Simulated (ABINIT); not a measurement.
A calculation with ABINIT 10.8.3 (patched build) of NbAs (native input, structure typed inline):

run.abi

```
pp_dirpath "./"
pseudos "Nb.GGA_PBE-JTH.xml, As.GGA_PBE-JTH.xml"

acell 3*1.0 Angstrom
rprim
    -1.7258500000     1.7258500000     5.8400000000
     1.7258500000    -1.7258500000     5.8400000000
     1.7258500000     1.7258500000    -5.8400000000
ntypat 2
znucl 41 33
natom 4
typat 1 1 2 2
xred
     0.5000000000     0.0000000000     0.5000000000
     0.7500000000     0.7500000000     0.0000000000
     0.9160000000     0.4160000000     0.5000000000
     0.1660000000     0.1660000000     0.0000000000

ecut 16.0
pawecutdg 32.0

kptopt 1
ngkpt 11 11 11
nshiftk 1
shiftk 0.0 0.0 0.0

ixc 11

nband 34
occopt 3
tsmear 0.05 eV

nstep 100
tolvrs 1.0e-9

iomode 3
prtwf 0
prteig 0
prtebands 0
prtden 1
prtvha 1
prtvclmb 1
prtpot 1
```

Potentials or basis: JTH PAW PBE v2.0.

Launch:

```sh
$ abinit run.abi > log 2>&1
```

Q: Write the same calculation in another form: ASE script, structure typed inline.

A: As run:

The input run.py:

```python
import json, os
import numpy as np
from ase.units import GPa
from ase.calculators.abinit import Abinit, AbinitProfile
from ase import Atoms

atoms = Atoms(['Nb', 'Nb', 'As', 'As'],
              cell=[[-1.72585, 1.72585, 5.84], [1.72585, -1.72585, 5.84], [1.72585, 1.72585, -5.84]],
              scaled_positions=[[0.5, 0.0, 0.5], [0.75, 0.75, 0.0], [0.916, 0.416, 0.5], [0.166, 0.166, 0.0]],
              pbc=True)

profile = AbinitProfile(command='abinit', pp_paths=[os.path.abspath('pseudos')])
params = dict(
    pps='pawxml', xc='PBE',
    ecut=435.3822,
    pawecutdg=870.7644,
    kptopt=1,
    ngkpt=[11, 11, 11],
    nshiftk=1,
    shiftk=[0.0, 0.0, 0.0],
    ixc=11,
    nband=34,
    occopt=3,
    tsmear=0.05,
    nstep=100,
    tolvrs=1e-09,
    prtwf=0,
    prtden=0,
)

atoms.calc = Abinit(profile=profile, directory='run', **params)
energy = atoms.get_potential_energy()
forces = atoms.get_forces()
stress = atoms.get_stress()
print(f'energy {energy:.6f} eV')
print('forces (eV/A)')
print(np.round(forces, 5))
print('stress (GPa, Voigt, tension positive)', np.round(stress / GPa, 4))
json.dump(dict(energy=energy, forces=forces.tolist(), stress=stress.tolist(), cell=atoms.cell.tolist(), frac=atoms.get_scaled_positions(wrap=False).tolist()), open('results.json', 'w'))
```

Potentials or basis: JTH PAW PBE v2.0.

Command:

```bash
$ python run.py
```

Both were run:

|  | native input, structure typed inline | ASE script, structure typed inline |
| --- | --- | --- |
| Pressure | 3.0 GPa | 3.0 GPa |
| Largest force | 0.300 eV/Å | 0.300 eV/Å |
| Band gap on the k mesh | none (metal or under the smearing width) | none (metal or under the smearing width) |
| Valence electrons inside the program's atomic spheres | Nb 10.14; As 12.79 | Nb 10.14; As 12.79 |

Keys that steer only the numerical path or the files written may differ.
